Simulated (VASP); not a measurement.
# BN (P6_3/mmc) in VASP: a series of runs

One crystal, BN, is run at these levels: PBE+D3(BJ); tasks: relaxation of cell and atoms, vibrations by finite differences.

Everything below comes from runs of VASP 6.6.1. Logs are shortened: lines on timing, memory, paths and dates and some standing lists are left out, and cuts for length are marked.

### 1 The crystal as given

Symmetry: P6_3/mmc, No. 194, hexagonal system. The conventional cell has a = 2.498 Å, b = 2.498 Å, c = 6.636 Å, α = 90.00°, β = 90.00°, γ = 120.00°. B (site symmetry -6m2) has 3 N at 1.44 Å as nearest neighbours. N (site symmetry -6m2) is surrounded by 3 B at 1.44 Å.

### 2 Relaxation of cell and atoms, PBE+D3(BJ)

INCAR reads:

```
SYSTEM = BN
ALGO = Fast
EDIFF = 1E-7
EDIFFG = -0.002
ENCUT = 900
GGA = PE
IBRION = 2
ISIF = 3
ISMEAR = 0
IVDW = 12
KPAR = 4
LASPH = .True.
LCHARG = .False.
LREAL = .False.
LWAVE = .False.
NELM = 60
NSW = 80
PREC = Accurate
SIGMA = 0.02
```

KPOINTS reads:

```
k-points
0
Gamma
  15 15 6
  0 0 0
```

POSCAR reads:

```
BN
1.0
    2.4982400000      0.0000000000      0.0000000000
   -1.2491200000      2.1635393000      0.0000000000
    0.0000000000      0.0000000000      6.6357000000
B N
2 2
Direct
    0.3333333300      0.6666666700      0.2500000000
    0.6666666700      0.3333333300      0.7500000000
    0.3333333300      0.6666666700      0.7500000000
    0.6666666700      0.3333333300      0.2500000000
```

Potentials or basis: VASP PAW PBE potentials, release 64 (B_h, N_h).

The run is started by

```console
cat potpaw_PBE.64/B_h/POTCAR potpaw_PBE.64/N_h/POTCAR > POTCAR
mpirun -np 4 vasp_std > vasp.out
```

OUTCAR:

```text
SYSTEM = BN
   EDIFF = 1E-7
   EDIFFG = -0.002
   ENCUT = 900
   GGA = PE
   IBRION = 2
   ISIF = 3
   ISMEAR = 0
   IVDW = 12
   LASPH = .True.
   LREAL = .False.
   NELM = 60
   NSW = 80
   PREC = Accurate
 IVDW          = 12

 ion  position               nearest neighbor table
   1  0.333  0.667  0.250-   4 1.44   4 1.44   4 1.44
   2  0.667  0.333  0.750-   3 1.44   3 1.44   3 1.44
   3  0.333  0.667  0.750-   2 1.44   2 1.44   2 1.44
   4  0.667  0.333  0.250-   1 1.44   1 1.44   1 1.44

  LATTYP: Found a hexagonal cell.
 ALAT       =     2.4982400000
 C/A-ratio  =     2.6561499296

  Lattice vectors:

 A1 = (   2.4982400000,   0.0000000000,   0.0000000000)
 A2 = (  -1.2491200000,   2.1635393000,   0.0000000000)
 A3 = (   0.0000000000,   0.0000000000,   6.6357000000)

Analysis of symmetry for initial positions (statically):
=====================================================================
 Subroutine PRICEL returns:
 Original cell was already a primitive cell.

 Routine SETGRP: Setting up the symmetry group for a
 hexagonal supercell.

 Subroutine GETGRP returns: Found 24 space group operations
 (whereof 12 operations were pure point group operations)
 out of a pool of 24 trial point group operations.

The static configuration has the point symmetry D_3d.
 The point group associated with its full space group is D_6h.

Analysis of symmetry for dynamics (positions and initial velocities):
=====================================================================
 Subroutine PRICEL returns:
 Original cell was already a primitive cell.

 Routine SETGRP: Setting up the symmetry group for a
 hexagonal supercell.

 Subroutine GETGRP returns: Found 24 space group operations
 (whereof 12 operations were pure point group operations)
 out of a pool of 24 trial point group operations.

The dynamic configuration has the point symmetry D_3d.
 The point group associated with its full space group is D_6h.

 Subroutine INISYM returns: Found 24 space group operations
 (whereof 12 operations are pure point group operations),
 and found     1 'primitive' translations

----------------------------------------------------------------------------------------

                                     Primitive cell

  volume of cell :      35.8662

  direct lattice vectors                    reciprocal lattice vectors
     2.498240000  0.000000000  0.000000000     0.400281798  0.231102805  0.000000000
    -1.249120000  2.163539300  0.000000000     0.000000000  0.462205609  0.000000000
     0.000000000  0.000000000  6.635700000     0.000000000  0.000000000  0.150700002

  length of vectors
     2.498240000  2.498239996  6.635700000     0.462205608  0.462205609  0.150700002

  position of ions in fractional coordinates (direct lattice)
     0.333333330  0.666666670  0.250000000
     0.666666670  0.333333330  0.750000000
     0.333333330  0.666666670  0.750000000
     0.666666670  0.333333330  0.250000000

  ion indices of the primitive-cell ions
   primitive index   ion index
                 1           1
                 2           2
                 3           3
                 4           4

----------------------------------------------------------------------------------------

 KPOINTS: k-points

Automatic generation of k-mesh.
 Grid dimensions read from file:
 generate k-points for:   15   15    6

 Generating k-lattice:

  Cartesian coordinates                     Fractional coordinates (reciprocal lattice)
     0.026685453  0.015406854  0.000000000     0.066666667 -0.000000000  0.000000000
     0.000000000  0.030813707  0.000000000     0.000000000  0.066666667  0.000000000
     0.000000000  0.000000000  0.025116667     0.000000000  0.000000000  0.166666667

  Length of vectors
     0.030813707  0.030813707  0.025116667

  Shift w.r.t. Gamma in fractional coordinates (k-lattice)
     0.000000000  0.000000000  0.000000000

 Subroutine IBZKPT returns following result:
 ===========================================

 Found    108 irreducible k-points:

 Following reciprocal coordinates:
            Coordinates               Weight
  0.000000  0.000000  0.000000      1.000000
  0.066667  0.000000  0.000000      6.000000
  0.133333 -0.000000  0.000000      6.000000
  0.200000 -0.000000  0.000000      6.000000
  0.266667 -0.000000  0.000000      6.000000
  0.333333  0.000000  0.000000      6.000000
[... 16 lines left out ...]
  0.333333  0.200000  0.000000     12.000000
  0.400000  0.200000  0.000000      6.000000
 [... further k-points ...]
   k-points           NKPTS =    108   k-points in BZ     NKDIM =    108   number of bands    NBANDS=     12
   number of dos      NEDOS =    301   number of ions     NIONS =      4
   total plane-waves  NPLWV =  40320
   dimension x,y,z NGX =    24 NGY =   24 NGZ =   70
   dimension x,y,z NGXF=    48 NGYF=   48 NGZF=  140
   ions per type =               2   2
   NGX,Y,Z   is equivalent  to a cutoff of  15.97, 15.97, 17.54 a.u.
   NGXF,Y,Z  is equivalent  to a cutoff of  31.94, 31.94, 35.07 a.u.
 SYSTEM =  BN
   PREC   = accura    normal or accurate (medium, high low for compatibility)
   ISTART =      0    job   : 0-new  1-cont  2-samecut
   ICHARG =      2    charge: 1-file 2-atom 10-const
   ISPIN  =      1    spin polarized calculation?
   LNONCOLLINEAR =      F non collinear calculations
   LSORBIT =      F    spin-orbit coupling
   LASPH  =      T    aspherical Exc in radial PAW
   ENCUT  =  900.0 eV  66.15 Ry    8.13 a.u.   6.11  6.11 16.23*2*pi/ulx,y,z
   NELM   =     60;   NELMIN=  2; NELMDL= -5     # of ELM steps
   EDIFF  = 0.1E-06   stopping-criterion for ELM
   LREAL  =      F    real-space projection
   EDIFFG = -.2E-02   stopping-criterion for IOM
   NSW    =     80    number of steps for IOM
   IBRION =      2    ionic relax: 0-MD 1-quasi-New 2-CG
   NFREE  =      1    steps in history (QN), initial steepest desc. (CG)
   ISIF   =      3    stress and relaxation
   ISYM   =      2    0-nonsym 1-usesym 2-fastsym
   POTIM  = 0.5000    time-step for ionic-motion
   TEBEG  =    0.0;   TEEND  =   0.0 temperature during run
   PSTRESS=    0.0 pullay stress
   NELECT =      16.0000    total number of electrons
   NUPDOWN=      -1.0000    fix difference up-down
   EMIN   =  10.00;   EMAX   =-10.00  energy-range for DOS
   EFERMI =   0.00;   METHOD = LEGACY
   ISMEAR =     0;   SIGMA  =   0.02  broadening in eV -4-tet -1-fermi 0-gaus
   EFERMI_NEDOS =   21; number of points for ismear=-14 and -15
   IALGO  =     68    algorithm
   IMIX   =      4    mixing-type and parameters
     AMIX     =   0.40;   BMIX     =  1.00
     AMIX_MAG =   1.60;   BMIX_MAG =  1.00
  volume/ion in A,a.u.               =       8.97        60.51
  Fermi-wavevector in a.u.,A,eV,Ry     =   1.250891  2.363842 21.289433  1.564729
  Thomas-Fermi vector in A             =   2.384864
   LORBIT       =      0    0 simple, 1 ext, 2 COOP (PROOUT), +10 PAW based schemes
   GGA     = PE    functional components
   LHFCALC =     F    Hartree Fock is set to
   AEXX    =    0.0000 exact exchange contribution
   IVDW    =    12    specifies the selected vdW correction
   LEPSILON=     F    determine dielectric tensor
   LRPA    =     F    only Hartree local field effects (RPA)
 conjugate gradient relaxation of ions
 non-spin polarized calculation
 RMM-DIIS sequential band-by-band and
 Gauss-broadening in eV      SIGMA  =   0.02
  energy-cutoff  :      900.00
  volume of cell :       35.87
 maximum number of plane-waves:      2229
   NGX = 13   NGY = 13   NGZ = 33

--------------------------------------- Ionic step        1  -------------------------------------------

 number of electron      16.0000000 magnetization

 Free energy of the ion-electron system (eV)
  ---------------------------------------------------
  ext. energy  EPLUGINS =         0.00000000
  ---------------------------------------------------
  free energy    TOTEN  =       -35.19177317 eV

  energy without entropy =      -35.19177317  energy(sigma->0) =      -35.19177317

------------------------ aborting loop because EDIFF is reached ----------------------------------------

 Edisp (eV)   -0.56768

 E8    (eV) :    -0.1663

  FORCE on cell =-STRESS in cart. coord.  units (eV):
  Direction    XX          YY          ZZ          XY          YZ          ZX
  --------------------------------------------------------------------------------------
  -------------------------------------------------------------------------------------
  Total       0.68206     0.68206    -0.11769     0.00000     0.00000     0.00000
  in kB      30.46825    30.46825    -5.25733     0.00000     0.00000     0.00000
  external pressure =       18.56 kB  Pullay stress =        0.00 kB
[... 103 lines left out ...]
  FREE ENERGIE OF THE ION-ELECTRON SYSTEM (eV)
  ---------------------------------------------------
  free  energy   TOTEN  =       -35.7613810073 eV

  energy  without entropy=      -35.7613810073  energy(sigma->0) =      -35.76138101

[... ionic steps 4 to 8 ...]

--------------------------------------- Ionic step        9  -------------------------------------------

 number of electron      16.0000001 magnetization

------------------------ aborting loop because EDIFF is reached ----------------------------------------

 Edisp (eV)   -0.57396

 E8    (eV) :    -0.1684
[... 73 lines left out ...]
  energy  without entropy=      -35.7620705611  energy(sigma->0) =      -35.76207056

--------------------------------------- Ionic step       11  -------------------------------------------

 number of electron      16.0000001 magnetization

 Free energy of the ion-electron system (eV)
  ---------------------------------------------------
  ext. energy  EPLUGINS =         0.00000000
  ---------------------------------------------------
  free energy    TOTEN  =       -35.18823386 eV

  energy without entropy =      -35.18823386  energy(sigma->0) =      -35.18823386

 E-fermi :   3.7239     XC(G=0): -10.2352

 val. band max:        3.5483619397   @ k =   0.3333   0.2667   0.0000
 cond. band min:       7.8126950201   @ k =   0.4667   0.0667   0.0000
 fundamental gap:      4.2643330804
 Fermi energy:         3.7239092365

 k-point     1 :       0.0000    0.0000    0.0000
  band No.  band energies     occupation
      1     -14.2976      2.00000
      2     -13.9700      2.00000
      3      -2.7609      2.00000
      4      -0.4851      2.00000
      5       2.1731      2.00000
      6       2.1731      2.00000
      7       2.2160      2.00000
      8       2.2160      2.00000
      9       8.8663      0.00000
     10      13.9884      0.00000
     11      15.0547      0.00000
     12      15.0548      0.00000
[... 331 lines left out ...]
 k-point    24 :       0.4000    0.2000    0.0000
  band No.  band energies     occupation
      1     -10.7493      2.00000
      2     -10.6867      2.00000
      3      -4.9477      2.00000
      4      -4.8520      2.00000
      5      -2.4320      2.00000
      6      -2.3459      2.00000
      7       2.6441      2.00000
      8       3.4473      2.00000
      9       8.0939      0.00000
     10       8.9336      0.00000
     11      15.2817      0.00000
     12      15.5275      0.00000

 [... further k-points ...]

------------------------ aborting loop because EDIFF is reached ----------------------------------------

 Edisp (eV)   -0.57389

 E8    (eV) :    -0.1683

  FORCE on cell =-STRESS in cart. coord.  units (eV):
  Direction    XX          YY          ZZ          XY          YZ          ZX
  --------------------------------------------------------------------------------------
  -------------------------------------------------------------------------------------
  Total       0.00054     0.00054    -0.00131     0.00000    -0.00000     0.00000
  in kB       0.02443     0.02443    -0.05883     0.00000    -0.00000     0.00000
  external pressure =       -0.00 kB  Pullay stress =        0.00 kB
[... 19 lines left out ...]
  FREE ENERGIE OF THE ION-ELECTRON SYSTEM (eV)
  ---------------------------------------------------
  free  energy   TOTEN  =       -35.7621254695 eV

  energy  without entropy=      -35.7621254695  energy(sigma->0) =      -35.76212547

 reached required accuracy - stopping structural energy minimisation
```

It took 2.4 min on 4 MPI ranks of Intel Xeon Platinum 8488C (Sapphire Rapids), shared host; peak memory 0.27 GiB.

What came out:

- Free energy: -35.7621 eV
- Relaxed volume: 8.90 Å³/atom
- Relaxed cell: a = 2.505 Å, b = 2.505 Å, c = 6.547 Å, α = 90.00°, β = 90.00°, γ = 120.00°
- Space group after relaxing (to 0.05 Å): P6_3/mmc (No. 194)
- Energy gained by relaxing: 0.7 meV/atom
- Ionic steps: 11
- Pressure after relaxing: 0.0 GPa
- Band gap on the k mesh: 4.26 eV, indirect (least direct gap 4.64 eV)
- Dispersion energy per atom: -0.143 eV

Step by step:
```tsv
step	energy change (eV)	largest force (eV/Å)	pressure (GPa)	volume (Å³)
1	0.0000	0.0000	1.86	35.87
2	0.0052	0.0000	-4.04	36.41
3	-0.0019	0.0000	-0.20	36.05
4	-0.0019	0.0000	-0.16	36.05
5	-0.0021	0.0000	-0.14	36.00
6	-0.0024	0.0000	-0.09	35.88
7	-0.0027	0.0000	0.02	35.63
8	-0.0027	0.0000	0.06	35.57
9	-0.0027	0.0000	0.05	35.58
10	-0.0026	0.0000	-0.34	35.61
11	-0.0027	0.0000	0.00	35.58
```

Final structure:
```yaml
crystal:
  lattice:
    - [2.50515, 0.00000, 0.00000]
    - [-1.25258, 2.16952, 0.00000]
    - [0.00000, 0.00000, 6.54680]
  atoms:
    - { symbol: B, position: [0.33333, 0.66667, 0.25000] }
    - { symbol: B, position: [0.66667, 0.33333, 0.75000] }
    - { symbol: N, position: [0.33333, 0.66667, 0.75000] }
    - { symbol: N, position: [0.66667, 0.33333, 0.25000] }
```

Levels at points of the mesh, in eV from the valence-band top:
```
           k point  band 4  band 5  band 6  band 7  band 8  band 9  band 10  band 11  band 12
(0.00, 0.00, 0.00)   -4.03   -1.38   -1.38   -1.33   -1.33    5.32    10.44    11.51    11.51
(0.00, 0.00, 0.50)   -5.31   -1.35   -1.35   -1.35   -1.35    7.76     7.76    11.57    11.57
```

Caveat: the cutoff is under 1.25 times the usual one of these potentials, so pressure, stress and relaxed cells hold a basis-set (Pulay) error; an odd mesh through Γ misses points on the zone boundary, where band edges often lie. A hybrid or GW would open this gap; PBE tends to underestimate it.

### 3 Relaxation of cell and atoms, PBE+D3(BJ)

This run uses another cell than the first one, of 8.90 Å³/atom, 0.992 times its volume.

INCAR is that of step 2.

KPOINTS is that of step 2.

POSCAR reads:

```
BN                                      
1.0
    2.5051512737     -0.0000000000      0.0000000000
   -1.2525756369      2.1695246386      0.0000000000
    0.0000000000      0.0000000000      6.5467982902
  B               N             
     2     2
Direct
     0.3333333300000021    0.6666666699999979    0.2500000000000000
     0.6666666699999979    0.3333333300000021    0.7500000000000000
     0.3333333300000021    0.6666666699999979    0.7500000000000000
     0.6666666699999979    0.3333333300000021    0.2500000000000000
```

Potentials or basis: VASP PAW PBE potentials, release 64 (B_h, N_h).

The run is started by

```console
cat potpaw_PBE.64/B_h/POTCAR potpaw_PBE.64/N_h/POTCAR > POTCAR
mpirun -np 4 vasp_std > vasp.out
```

Wall time 2 min (4 MPI ranks of Intel Xeon Platinum 8488C (Sapphire Rapids), shared host); peak memory 0.27 GiB.

The run converged. Its results:

| Item | Value |
| --- | --- |
| Free energy | -35.7616 eV |
| Relaxed volume | 8.87 Å³/atom |
| Relaxed cell | a = 2.505 Å, b = 2.505 Å, c = 6.532 Å, α = 90.00°, β = 90.00°, γ = 120.00° |
| Space group after relaxing (to 0.05 Å) | P6_3/mmc (No. 194) |
| Energy gained by relaxing | 0.0 meV/atom |
| Ionic steps | 7 |
| Pressure after relaxing | 0.0 GPa |
| Band gap on the k mesh | 4.26 eV, indirect (least direct gap 4.64 eV) |
| Dispersion energy per atom | -0.144 eV |

Final structure:
```yaml
crystal:
  lattice:
    - [2.50515, 0.00000, 0.00000]
    - [-1.25258, 2.16953, 0.00000]
    - [0.00000, 0.00000, 6.53169]
  atoms:
    - { symbol: B, position: [0.33333, 0.66667, 0.25000] }
    - { symbol: B, position: [0.66667, 0.33333, 0.75000] }
    - { symbol: N, position: [0.33333, 0.66667, 0.75000] }
    - { symbol: N, position: [0.66667, 0.33333, 0.25000] }
```

Levels at points of the mesh, in eV from the valence-band top:
| k point | band 4 | band 5 | band 6 | band 7 | band 8 | band 9 | band 10 | band 11 | band 12 |
| --- | --- | --- | --- | --- | --- | --- | --- | --- | --- |
| (0.00, 0.00, 0.00) | -4.02 | -1.38 | -1.38 | -1.33 | -1.33 | 5.33 | 10.47 | 11.50 | 11.50 |
| (0.00, 0.00, 0.50) | -5.31 | -1.36 | -1.36 | -1.36 | -1.36 | 7.79 | 7.79 | 11.57 | 11.57 |

Caveat: the cutoff is under 1.25 times the usual one of these potentials, so pressure, stress and relaxed cells hold a basis-set (Pulay) error; an odd mesh through Γ misses points on the zone boundary, where band edges often lie.

(Continued in part 2 of 2.)
